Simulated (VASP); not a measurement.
A VASP 6.6.1 single-point calculation on BeS

INCAR

```
ENCUT = 520
GGA = PE
ISIF = 2
NBANDS = 11
ISMEAR = 0
ALGO = VeryFast
EDIFF = 1E-7
LASPH = .TRUE.
SIGMA = 0.1
LWAVE = .FALSE.
PREC = Low
NELM = 82
NSW = 0
IBRION = -1
LCHARG = .FALSE.
LREAL = .FALSE.
```

KPOINTS

```
KPOINTS created by Atomic Simulation Environment
0
Gamma
10 10 10
0 0 0
```

POSCAR

```
Be S
 1.0000000000000000
    -0.0000000000000000    2.4343066358540955    2.4343066358540955
     2.4343066358540955    0.0000000000000000    2.4343066358540955
     2.4343066358540955    2.4343066358540955    0.0000000000000000
 Be  S
   1   1
Cartesian
  0.0000000000000000  0.0000000000000000  0.0000000000000000
  1.2171533179270477  1.2171533179270477  1.2171533179270477
```

The recommended PBE PAW datasets give the neutral cell 8 valence electrons.

Command

```
mpirun -np 1 vasp_std
```

OSZICAR

```
N       E                     dE             d eps       ncg     rms          rms(c)
RMM:   1     0.373041880886E+02    0.37304E+02   -0.17888E+03   517   0.448E+02
RMM:   2     0.156810287482E+01   -0.35736E+02   -0.31688E+02   517   0.977E+01
RMM:   3    -0.759109395626E+01   -0.91592E+01   -0.62592E+01   517   0.413E+01
RMM:   4    -0.982473247628E+01   -0.22336E+01   -0.12829E+01   517   0.234E+01
RMM:   5    -0.101118725656E+02   -0.28714E+00   -0.22161E+00   517   0.984E+00
RMM:   6    -0.101673955635E+02   -0.55523E-01   -0.44748E-01   517   0.527E+00
RMM:   7    -0.101787213727E+02   -0.11326E-01   -0.10213E-01   517   0.247E+00
RMM:   8    -0.101814628741E+02   -0.27415E-02   -0.24998E-02   517   0.135E+00
RMM:   9    -0.101821083077E+02   -0.64543E-03   -0.60761E-03  1405   0.645E-01
RMM:  10    -0.101823306095E+02   -0.22230E-03   -0.20630E-03  1306   0.292E-01
RMM:  11    -0.101823643294E+02   -0.33720E-04   -0.29387E-04  1378   0.137E-01
RMM:  12    -0.101823746155E+02   -0.10286E-04   -0.10011E-04  1379   0.639E-02    0.558E+00
RMM:  13    -0.100511045258E+02    0.13127E+00   -0.74101E-02  1667   0.142E+00    0.394E+00
RMM:  14    -0.100124136796E+02    0.38691E-01   -0.81831E-02  1708   0.162E+00    0.949E-01
RMM:  15    -0.100131628173E+02   -0.74914E-03   -0.14660E-03  1218   0.271E-01    0.102E-01
RMM:  16    -0.100133694655E+02   -0.20665E-03   -0.28899E-04  1303   0.143E-01    0.446E-02
RMM:  17    -0.100134136428E+02   -0.44177E-04   -0.62826E-05  1287   0.624E-02    0.144E-02
RMM:  18    -0.100134180932E+02   -0.44504E-05   -0.12283E-05  1328   0.278E-02    0.431E-03
RMM:  19    -0.100134181614E+02   -0.68232E-07   -0.15515E-06  1371   0.102E-02    0.394E-03
RMM:  20    -0.100134181910E+02   -0.29610E-07   -0.24232E-07  1265   0.434E-03
   1 F= -.10013418E+02 E0= -.10013418E+02  d E =-.677684E-13
```

From OUTCAR

```
k-points           NKPTS =     47   k-points in BZ     NKDIM =     47   number of bands    NBANDS=     11

   NELECT =       8.0000    total number of electrons

   dimension x,y,z NGX =    20 NGY =   20 NGZ =   20
   dimension x,y,z NGXF=    20 NGYF=   20 NGZF=   20

  energy-cutoff  :      520.00
  volume of cell :       28.85
      direct lattice vectors                 reciprocal lattice vectors
     0.000000000  2.434306636  2.434306636    -0.205397296  0.205397296  0.205397296
     2.434306636  0.000000000  2.434306636     0.205397296 -0.205397296  0.205397296
     2.434306636  2.434306636  0.000000000     0.205397296  0.205397296 -0.205397296

 k-points in reciprocal lattice and weights: KPOINTS created by Atomic Simulation Env
   0.00000000  0.00000000  0.00000000       0.001
   0.10000000  0.00000000  0.00000000       0.008
   0.20000000  0.00000000  0.00000000       0.008
   0.30000000  0.00000000  0.00000000       0.008
   0.40000000  0.00000000  0.00000000       0.008
   0.50000000  0.00000000  0.00000000       0.004
   0.10000000  0.10000000  0.00000000       0.006
   0.20000000  0.10000000  0.00000000       0.024
   ...

 E-fermi :   4.5219

 k-point     1 :       0.0000    0.0000    0.0000
  band No.  band energies     occupation
      1      -9.5593      2.00000
      2       4.0567      2.00000
      3       4.0568      2.00000
      4       4.0568      2.00000
      5       9.7309      0.00000
      6       9.7309      0.00000
      7       9.7309      0.00000
      8       9.8456      0.00000
      9      16.8479      0.00000
     10      16.8479      0.00000
     11      20.5384      0.00000

 k-point     2 :       0.1000    0.0000    0.0000
  band No.  band energies     occupation
      1      -9.4468      2.00000
      2       3.2424      2.00000
      3       3.9264      2.00000
      4       3.9264      2.00000
      5       9.6476      0.00000
      6       9.9672      0.00000
      7       9.9672      0.00000
      8      10.7540      0.00000
      9      16.3415      0.00000
     10      16.3415      0.00000
     11      18.7722      0.00000

 k-point     3 :       0.2000    0.0000    0.0000
  band No.  band energies     occupation
      1      -9.1261      2.00000
      2       1.6237      2.00000
      3       3.6293      2.00000
      4       3.6293      2.00000
      5       9.6033      0.00000
      6      10.4448      0.00000
      7      10.4448      0.00000
      8      12.4154      0.00000
      9      15.8488      0.00000
     10      15.8488      0.00000
     11      18.4323      0.00000

 k-point     4 :       0.3000    0.0000    0.0000
  band No.  band energies     occupation
      1      -8.6590      2.00000
      2       0.0145      2.00000
      3       3.3244      2.00000
      4       3.3244      2.00000
      5       9.5534      0.00000
      6      10.7053      0.00000
      7      10.7054      0.00000
      8      13.9748      0.00000
      9      16.2822      0.00000
     10      16.2822      0.00000
     11      18.1958      0.00000

 k-point     5 :       0.4000    0.0000    0.0000
  band No.  band energies     occupation
      1      -8.1918      2.00000
      2      -1.1919      2.00000
      3       3.1127      2.00000
      4       3.1127      2.00000
      5       9.5109      0.00000
      6      10.6735      0.00000
      7      10.6735      0.00000
      8      14.9407      0.00000
      9      17.6704      0.00000
     10      17.9708      0.00000
     11      23.1102      0.00000

 ...

  Total        0.0814563      0.0814563      0.0814563      0.0000000      0.0000000      0.0000000
  in kB        4.5235521      4.5235521      4.5235521      0.0000000      0.0000000      0.0000000
  external PRESSURE =       4.5235521 kB  Pullay stress =       0.0000000 kB

 POSITION                                       TOTAL-FORCE (eV/Angst)
 -----------------------------------------------------------------------------------
      0.00000      0.00000      0.00000        -0.000000     -0.000000     -0.000000
      1.21715      1.21715      1.21715         0.000000      0.000000      0.000000
 -----------------------------------------------------------------------------------
    total drift:                                0.000004      0.000004      0.000009

  FREE ENERGIE OF THE ION-ELECTRON SYSTEM (eV)
  ---------------------------------------------------
  free  energy   TOTEN  =       -10.0134181910 eV

  energy  without entropy=      -10.0134181910  energy(sigma->0) =      -10.01341819
```

It converged. Results: gap between bands v and c on the k mesh 3.14 eV; least direct gap on the k mesh 5.67 eV; pressure 0.5 GPa. Band v is the last that the valence electrons fill when counted band by band, and c is the next.

For comparison, a separate PBE run of the intended cell, on usual settings and not on those above, gives a gap of 3.14 eV on its mesh and a pressure of 0.4 GPa.

The run above took about 7.2 s on one core of a shared host (Intel Xeon Platinum 8488C) and held 0.11 GiB at most.
